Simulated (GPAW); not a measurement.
## free-standing square Co monolayer, spacing 2.65 A: from the magnetic state to anisotropy

One collinear state of free-standing square Co monolayer, spacing 2.65 A is converged, and its anisotropy computed from it.

Method: LDA; plane waves with GPAW's PAW setups, scalar-relativistic, in GPAW 26.7.0.

## (1) Set-up

The cell holds 1 atom: 1 Co. Its edges and angles: a = 2.650 Å, b = 2.650 Å, c = 14.000 Å, α = 90.0°, β = 90.0°, γ = 90.0°. model lattice. Vacuum lies along c.

## (2) The magnetic state

All later steps read the density of this run.

order1.py reads:

```python
import json
import numpy as np
from ase import Atoms
from ase.parallel import paropen, parprint
from gpaw import GPAW

atoms = Atoms(['Co'],
    cell=[[2.65, 0.0, 0.0],
         [0.0, 2.65, 0.0],
         [0.0, 0.0, 14.0]],
    scaled_positions=[[0.0, 0.0, 0.5]],
    pbc=True,
    magmoms=[2.0])
atoms.calc = GPAW(mode={'name': 'pw', 'ecut': 550},
    xc='LDA',
    kpts={'size': (10, 10, 1), 'gamma': True},
    occupations={'name': 'fermi-dirac', 'width': 0.1},
    convergence={'density': 1e-05, 'energy': 1e-05},
    maxiter=200,
    txt='order1.txt')
e = atoms.get_potential_energy(force_consistent=True)
res = {'free_energy': e, 'energy_sigma0': atoms.get_potential_energy(), 'fermi_energy': atoms.calc.get_fermi_level()}
res['moments'] = atoms.get_magnetic_moments().tolist()
res['total'] = atoms.get_magnetic_moment()
parprint('site moments (muB):', np.round(res['moments'], 3))
parprint(f"total moment: {res['total']:.3f} muB")
parprint(f'free energy: {e:.6f} eV')
atoms.calc.write('order1.gpw')
with paropen('results.json', 'w') as f:
    json.dump(res, f)
```

On the command line:

```sh
$ OMP_NUM_THREADS=1 python3 order1.py > order1.log
```

What it wrote:

```text
site moments (muB): [2.047]
total moment: 2.131 muB
free energy: -6.311472 eV

--- order1.txt ---
Input parameters:
  mode=PW(ecut=550),
  convergence={'density': 1e-05, 'energy': 1e-05},
  kpts=MonkhorstPack(size=(10, 10, 1), gamma=True),
  maxiter=200,
  occupations=Occupations(name='fermi-dirac', width=0.1),
  xc=XC(name='LDA')

Diagonalizing LCAO Hamiltonian
Converting LCAO to pw mode
   .------.
  /|      |
 * |      |
 | |      |
 | |      |
 | |      |
 | |      |
 | |      |
 | |      |
 | |      |
 Co|      |
 | |      |
 | |      |
 | |      |
 | |      |
 | |      |
 | |      |
 | .------.
 |/      /
 *------*

Atoms  # Å, Bohr magnetons
|   | symbol |        x |        y |        z |    initial magnetic moments |
|---|--------|----------|----------|----------|-----------------------------|
| 0 |     Co | 0.000000 | 0.000000 | 7.000000 | ( 0.0000,  0.0000,  2.0000) |

Unit cell  # Å
| periodic |        x |        y |         z |   lengths |    angles |
|----------|----------|----------|-----------|-----------|-----------|
|      yes | 2.650000 | 0.000000 |  0.000000 |  2.650000 | 90.000000 |
|      yes | 0.000000 | 2.650000 |  0.000000 |  2.650000 | 90.000000 |
|      yes | 0.000000 | 0.000000 | 14.000000 | 14.000000 | 90.000000 |

Number of symmetries: 16

BZ-sampling:
  Number of BZ points: 100
  Number of IBZ points: 21

  Monkhorst-Pack size: [10, 10, 1]
  Monkhorst-Pack shift: [0.05, 0.05, 0.0]

Plane wave coefficients: 2918
Cutoff: 550.0 eV

Spin-components: 2 (collinear spins)
Bands:           9
Projectors:      6
Spin-degeneracy: 1
Datatype:        complex128

Parallelization:
  kpt:    1
  domain: 1
  band:   1

Density:
  Valence electrons: 9.0
  Components: 2
  Grid points: [15 15 80]
  Charge: 0.0  # |e|

Potential:
  Grid points: [15 15 80]

[... setups left out ...]
Reference energy: -37838.266704  # eV

eigensolver:
  PPCG
  Converge bands: occupied
  niter=2

density mixing:
  MSR1-Mixer
  Pratt-step length: 0.05
  Maximum mixing coefficient: 0.75
  Old densities: 10
  SVD Regularization: 0.005
  Good broyden scale: 1.0
  Trust region scale: 1.0
  Backstep threshold: 4.0
  History deletion threshold: 6.0
  Fourier metric: weight=20.0, sigma=0.015

occupation numbers:
  Fermi-Dirac:
    width: 0.1000  # eV

poisson solver:
  ecut: 4400.0  # eV

xc functional:
  name: None

convergence criteria:
- Maximum integral of absolute [dens]ity change: 1e-05 electrons / valence electron
- Maximum [total energy] change in last 3 cyles: 1e-05 eV / valence electron
- Maximum integral of absolute [eigenst]ate change: 4e-08 eV^2 / valence electron
maximum number of iterations: 200

SCF iterations
|iter     |      energy | eigst |  dens |  magmom |
|---------|-------------|-------|-------|---------|
|iter:   1|       0s |   -6.714814 | +0.07 |       |  +2.0028|
|iter:   2|       2s |   -6.500510 | -1.13 | -0.82 |  +1.9959|
|iter:   3|       4s |   -6.255042 | -0.80 | -0.93 |  +1.9855|
|iter:   4|       6s |   -6.252020 | -2.48 | -1.28 |  +2.0242|
|iter:   5|       7s |   -6.259280 | -2.32 | -1.42 |  +2.0909|
|iter:   6|       9s |   -6.261604 | -3.11 | -1.88 |  +2.1220|
|iter:   7|      11s |   -6.262032 | -3.81 | -2.33 |  +2.1342|
|iter:   8|      13s |   -6.261955 | -4.89 | -2.80 |  +2.1332|
|iter:   9|      15s |   -6.261920 | -5.60 | -3.18 |  +2.1319|
|iter:  10|      17s |   -6.261911c| -6.46 | -3.78 |  +2.1314|
|iter:  11|      19s |   -6.261913c| -7.40 | -4.21 |  +2.1312|
|iter:  12|      20s |   -6.261914c| -7.89c| -4.62 |  +2.1312|
|iter:  13|      21s |   -6.261914c| -8.54c| -5.42c|  +2.1311|

Converged in 13 steps
Energy contributions relative to reference atoms: (reference = -37838.266704)

Energy contributions:
  Kinetic:           6.081995
  Coulomb:          -5.112134
  Zero:             -0.063848
  External:          0.000000
  Xc:               -7.118369
  Entropy:          -0.099117
  Spinorbit:         0.000000
  ----------------------------
  Free energy:      -6.311472
  Extrapolated:     -6.261914

dipole moment: (-7.115249, -7.115249, -0.000006)  # |e|*Ang

Total magnetic moment: (0.000000, 0.000000, 2.131145)

Local magnetic moments
|        x |        y |        z |
|----------|----------|----------|
| 0.000000 | 0.000000 | 2.046883 |  # Co   0

Fermi level: -3.180
Eigenvalues  # (at kpt = [0.000, 0.000, 0.000])
| band index |      eig [eV] | occ [0-1] |      eig [eV] | occ [0-1] |
|------------|---------------|-----------|---------------|-----------|
|          0 |        -7.904 |     1.000 |        -7.472 |     1.000 |
|          1 |        -6.230 |     1.000 |        -4.661 |     1.000 |
|          2 |        -5.445 |     1.000 |        -3.703 |     0.995 |
|          3 |        -4.714 |     1.000 |        -2.711 |     0.009 |
|          4 |        -4.714 |     1.000 |        -2.711 |     0.009 |
|          5 |        -4.555 |     1.000 |        -2.279 |     0.000 |
|          6 |        -2.200 |     0.000 |        -2.060 |     0.000 |
|          7 |         1.340 |     0.000 |         1.389 |     0.000 |
|          8 |         2.501 |     0.000 |         2.519 |     0.000 |

No gap
No difference between direct/indirect transitions
```

Elapsed: 28 s, on 1 MPI rank of Intel Xeon Platinum 8488C (Sapphire Rapids), shared host; peak memory 0.19 GiB.

Read from the output:

| Quantity | Value |
| --- | --- |
| magnetization | 2.131 μB |
| final state | ferromagnetic |
| largest moment | 2.047 μB |

After 13 cycles the largest moment stands at 2.05 μB.

## (3) More states at fixed density

The steps that follow sum over empty states, which the ground-state run does not converge; 10 states a spin are converged here at the frozen density and written with their wave functions.

It starts from the saved density of the lowest of the states tried.

nscf.py reads:

```python
from gpaw import GPAW

calc = GPAW('order1.gpw').fixed_density(
    kpts={'size': (10, 10, 1), 'gamma': True},
    nbands=14,
    convergence={'bands': 10, 'eigenstates': 1e-9},
    parallel={'domain': 1},
    txt='nscf.txt')
calc.write('nscf.gpw', mode='all')
```

On the command line:

```sh
$ OMP_NUM_THREADS=1 python3 nscf.py > nscf.log
```

What it wrote:

```text
Input parameters:
  mode=PW(ecut=550),
  convergence={'bands': 10, 'eigenstates': 1e-09},
  gpts=array([15, 15, 80]),
  kpts=MonkhorstPack(size=(10, 10, 1), gamma=True),
  maxiter=200,
  nbands=14,
  occupations=Occupations(name='fermi-dirac', width=0.1),
  parallel={'domain': 1},
  xc=XC(name='LDA')
```

Elapsed: 35 s, on 1 MPI rank; peak memory 0.22 GiB.

## (4) Magnetocrystalline anisotropy

Spin–orbit coupling is added in the basis of the saved states for each direction of the moments. The change in the band energy is the anisotropy energy, with no new self-consistent run.

anisotropy.py reads:

```python
import json
import numpy as np
from ase.parallel import paropen, parprint
from gpaw import GPAW
from gpaw.spinorbit import soc_eigenstates

calc = GPAW('nscf.gpw')
angles = [[0.0, 0.0], [90.0, 0.0], [90.0, 90.0], [90.0, 45.0], [54.7356, 45.0], [45.0, 0.0], [15.0, 0.0], [30.0, 0.0], [60.0, 0.0], [75.0, 0.0]]  # theta, phi in degrees
res = {'rows': []}
for scale in [1.0]:
    e0 = None
    for theta, phi in angles:
        soc = soc_eigenstates(calc, n2=10, scale=scale, theta=theta, phi=phi)
        e = soc.calculate_band_energy()
        e0 = e if e0 is None else e0
        orbital = soc.get_orbital_magnetic_moments()
        res['rows'].append([scale, theta, phi, 1000 * (e - e0), orbital.tolist()])
        parprint(f'scale {scale} theta {theta:6.1f} phi {phi:6.1f}  dE = {1000 * (e - e0):9.4f} meV  |L| =', np.round(np.linalg.norm(orbital, axis=1), 4))
with paropen('results.json', 'w') as f:
    json.dump(res, f)
```

On the command line:

```sh
$ OMP_NUM_THREADS=1 python3 anisotropy.py > anisotropy.log
```

What it wrote:

```text
scale 1.0 theta    0.0 phi    0.0  dE =    0.0000 meV  |L| = [0.1888]
scale 1.0 theta   90.0 phi    0.0  dE =   -2.4656 meV  |L| = [0.2981]
scale 1.0 theta   90.0 phi   90.0  dE =   -2.4656 meV  |L| = [0.2981]
scale 1.0 theta   90.0 phi   45.0  dE =   -2.4660 meV  |L| = [0.2981]
scale 1.0 theta   54.7 phi   45.0  dE =   -1.6469 meV  |L| = [0.267]
scale 1.0 theta   45.0 phi    0.0  dE =   -1.2361 meV  |L| = [0.2499]
scale 1.0 theta   15.0 phi    0.0  dE =   -0.1660 meV  |L| = [0.1981]
scale 1.0 theta   30.0 phi    0.0  dE =   -0.6189 meV  |L| = [0.2215]
scale 1.0 theta   60.0 phi    0.0  dE =   -1.8517 meV  |L| = [0.2751]
scale 1.0 theta   75.0 phi    0.0  dE =   -2.3013 meV  |L| = [0.2922]
```

The job ended after 6.1 s (1 MPI rank; peak memory 0.15 GiB).

Theta from the Cartesian z axis, phi from x; spin up lies along the direction. Anisotropy, by row:

| spin-orbit scale | theta (degrees) | phi (degrees) | band energy less that along z (meV a cell) | orbital moment of atom 1 along the direction (μB) | sum of orbital moments along the direction (μB a cell) |
| --- | --- | --- | --- | --- | --- |
| 1 | 0 | 0 | 0 | 0.1888 | 0.1888 |
| 1 | 90 | 0 | -2.466 | 0.2981 | 0.2981 |
| 1 | 90 | 90 | -2.466 | 0.2981 | 0.2981 |
| 1 | 90 | 45 | -2.466 | 0.2981 | 0.2981 |
| 1 | 54.74 | 45 | -1.647 | 0.2619 | 0.2619 |
| 1 | 45 | 0 | -1.236 | 0.2437 | 0.2437 |
| 1 | 15 | 0 | -0.166 | 0.1962 | 0.1962 |
| 1 | 30 | 0 | -0.6189 | 0.2163 | 0.2163 |
| 1 | 60 | 0 | -1.852 | 0.271 | 0.271 |
| 1 | 75 | 0 | -2.301 | 0.2909 | 0.2909 |

## (5) What came out

```
state                              : ferromagnetic
largest site moment                : 2.05 μB
spread of the directions' energies : 2.47 meV a cell
easiest direction tried            : the plane normal to z
```

**Reading.** About the ferromagnetic state the directions differ by 2.47 meV a cell, with the plane normal to z easiest. The anisotropy comes from the force theorem at a frozen potential; it needs a check on a finer mesh, and shape anisotropy is not in it.

[Logs and program files are shortened in this print: banners, set-up blocks, solver, clock and traceback lines can be left out without a mark of their own.]

[Logs are printed without paths, hosts, clocks, repeated set-up lines and the standing remarks that a program may print on its own settings, such as how far it seeks lower states.]

[Hosts, paths, dates, database ids (printed as entryN), source tags and the programs' standing remarks are cut or masked in the printed files.]

[Where a cell is said to come from a database of computed structures, the database is the Materials Project.]
